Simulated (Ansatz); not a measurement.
# PbS: the change of pressure with volume per atom

Results calculated with Ansatz 0.2.0, not measured. Periodic Kohn-Sham DFT of a crystal at fixed atoms; pressure and stress are positive in compression; the energy is the free energy less that of spherical unpolarised free atoms; site moments are those in the method's own spheres, positive along +z.

Cell of the first row (space group F-43m, No. 216):
```
PbS
1.0
      0.0000     3.2659     3.2659
      3.2659     0.0000     3.2659
      3.2659     3.2659     0.0000
Pb S
1 1
Direct
  0.00000 0.00000 0.00000
  0.25000 0.25000 0.25000
```

Settings of every row: method frozen-core PAW; functional PBE; relativity scalar; k mesh 11x11x11; filling fermi-dirac; smearing width 0.03 eV; wave cutoff 420 eV; paw set soft_2.

Atom start moment: 0 on all atoms.

Limits: no spin-orbit coupling on heavy atoms; the cell comes from a prototype or a list of computed structures and needn't be the stable phase.

```
row  volume per atom (Å³)  pressure (GPa)
  1                34.835               ?
  2                35.752           0.994
  3                36.669           0.048
  4                37.585          -0.783
  5                38.502          -1.512
```

Question: what pressure should row 1 give?

Worked fit of pressure. Take u = (V_r/V)^(2/3) − 1 with V_r = 37.127 Å³ an atom, which is twice the finite (Eulerian) strain; such expansions in the strain, on which the Birch-Murnaghan equation of state is built, carry the rest volume and the bulk modulus. The shown rows have u = 0.02548, 0.00831, -0.00814, -0.02395. Least squares give pressure = −0.381 + 50.49 × u + 136.39 × u² GPa; a straight line predicts inner rows, each left out in turn, worse (root mean square 0.053 against 7e-05 GPa). All shown rows lie on it to the printed digit. The pressure vanishes at u = 0.0074, or V = 36.72 Å³ an atom, and there the bulk modulus at fixed shape and fractions is B = −V dP/dV = (2/3)(1 + u) dP/du = 35.3 GPa. The withheld row has u = 0.0434, so the fit gives −0.381 + 50.49 × (0.0434) + 136.39 × (0.0434)² = 2.067 GPa.

The calculation gave 2.07 GPa. The fit lies 0.003 GPa (0.084 % of the column's range) below it; its largest miss of a shown row is 0.000 GPa. This row lies beyond the range of the fit.
